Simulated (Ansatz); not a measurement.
# Cohesive energy of sulfur across functionals

Ansatz, plane waves with scalar-relativistic PAW, 420 eV (500 eV for the SCAN forms).

The free atom is spin-polarised, without symmetry, in a box of 14 × 14.4 × 14.8 Å, in the lowest state that the tried spin starts reached (hybrids start from one state alone); no zero-point energy, no spin-orbit coupling, no dispersion.

The hybrid is evaluated at the semilocal geometry on a coarser k-mesh, and its energy is corrected by the semilocal functional's change from that mesh to the dense one.

| functional | cohesive energy (eV/atom) | atom's moment (μB) | bound form |
| --- | --- | --- | --- |
| m-r²SCAN | 3.67 | 2.0 | alpha-S8 (Fddd) |
| PBEsol | 3.38 | 2.0 | alpha-S8 (Fddd) |
| PBE | 3.06 | 2.0 | alpha-S8 (Fddd) |
| r²SCAN | 2.95 | 2.0 | alpha-S8 (Fddd) |
| r²SCANh | 2.87 | 2.0 | alpha-S8 (Fddd) |
| HSE06 | 2.85 | 2.0 | alpha-S8 (Fddd) |
| PBE0 | 2.84 | 2.0 | alpha-S8 (Fddd) |
| revPBE | 2.82 | 2.0 | alpha-S8 (Fddd) |
| RPBE | 2.80 | 2.0 | alpha-S8 (Fddd) |
| r²SCAN0 | 2.76 | 2.0 | alpha-S8 (Fddd) |

m-r²SCAN binds most and r²SCAN0 least.

m-r²SCAN is r²SCAN on the gauge-invariant kinetic-energy density; without spin polarisation the two are equal.
